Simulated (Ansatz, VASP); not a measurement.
**One calculation of SiO2, two programs**

```
CELL_PARAMETERS angstrom
-2.46250 2.46250 3.64367
2.46250 -2.46250 3.64367
2.46250 2.46250 -3.64367
ATOMIC_POSITIONS crystal
Si 0.00000 0.00000 0.00000
Si 0.75000 0.25000 0.50000
O 0.97428 0.62500 0.84928
O 0.37500 0.22428 0.34928
O 0.77572 0.12500 0.15072
O 0.87500 0.02572 0.65072
```

Alike in both runs: task single point; functional LDA; k mesh 8 × 8 × 8; occupations gaussian, width 0.05 eV; no spin polarisation.

```csv
,VASP,Ansatz
version,VASP 6.6.1,Ansatz 0.2.0
potentials or method,"VASP PAW LDA potentials, release 64 (Si, O)","scalar-relativistic, plane waves, PAW"
plane-wave cutoff (eV),520,420
valence electrons in the cell,32,32
```

VASP gave:

| Property | Result |
| --- | --- |
| gap on the k mesh at the Fermi level (eV) | 5.76 |
| least direct gap on the mesh (eV) | 5.76 |
| pressure (GPa) | 0.6 |
| rms of the force components (eV/Å) | 0.013 |

Task: Which values does Ansatz return?

Result: gap on the k mesh at the Fermi level (eV): 5.76; least direct gap on the mesh (eV): 5.76; pressure (GPa): 0.0; rms of the force components (eV/Å): 0.000.

Atom by atom the forces differ by 0.013 eV/Å (rms over components).

A k mesh can miss the band edges. LDA gaps usually lie below the measured ones, often by a third to a half.
